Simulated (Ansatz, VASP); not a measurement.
This is a calculation of Au for VASP 6.6.1.

INCAR

```
SYSTEM = Au
ALGO = Normal
EDIFF = 1E-7
ENCUT = 520
GGA = PE
ISIF = 2
ISMEAR = -1
LASPH = .TRUE.
LCHARG = .FALSE.
LREAL = .FALSE.
LWAVE = .FALSE.
NBANDS = 12
NELM = 80
PREC = Accurate
SIGMA = 0.05
```

Contents of KPOINTS:

```
k-points
0
G
  11 11 11
  0 0 0
```

Contents of POSCAR:

```
Au
1.0
    0.0000000000      2.0074966285      2.0074966285
    2.0074966285      0.0000000000      2.0074966285
    2.0074966285      2.0074966285      0.0000000000
Au
1
Direct
    0.0000000000      0.0000000000      0.0000000000
```

Potentials or basis: VASP PAW PBE potentials, release 64 (Au).

Command:

```console
$ cat potpaw_PBE.64/Au/POTCAR > POTCAR
$ mpirun -np 1 vasp_std > vasp.out
```

Problem. Set up the same calculation for Ansatz 0.2.0. Potentials there: Ansatz PAW.

Solution. As run (the cutoff follows the program's own potentials):

File input.yaml:

```yaml
crystal:
  lattice:
    - [0.0, 2.0074966285, 2.0074966285]
    - [2.0074966285, 0.0, 2.0074966285]
    - [2.0074966285, 2.0074966285, 0.0]
  atoms:
    - { symbol: Au, position: [0.0, 0.0, 0.0] }
hamiltonian:
  xc: pbe
  pseudopotentials: { kind: paw }
kpoints:
  mp_grid: { grid: [11, 11, 11] }
scf:
  occupations: { method: fermi_dirac, width: 0.05 }
output:
  forces: true
  stress: true
  eigenvalues: true
```

Potentials or basis: Ansatz PAW.

The run is started by

```bash
$ ansatz run input.yaml --threads 1 --pin off --max-ram 3584MiB --backend cpu --events-out ev --progress --plain --runs-dir out
```

Both were run:

|  | VASP | Ansatz | Ansatz less VASP |
| --- | --- | --- | --- |
| gap on the k mesh at the Fermi level (eV) | none | none | - |
| pressure (GPa) | 19.6 | 19.9 | +0.37 |

A gap of «none» marks a metal or a gap that the smearing closes. The two sets of potentials don't hold the same shells in valence.

The runs have no spin-orbit coupling, so splittings on Au are missing.
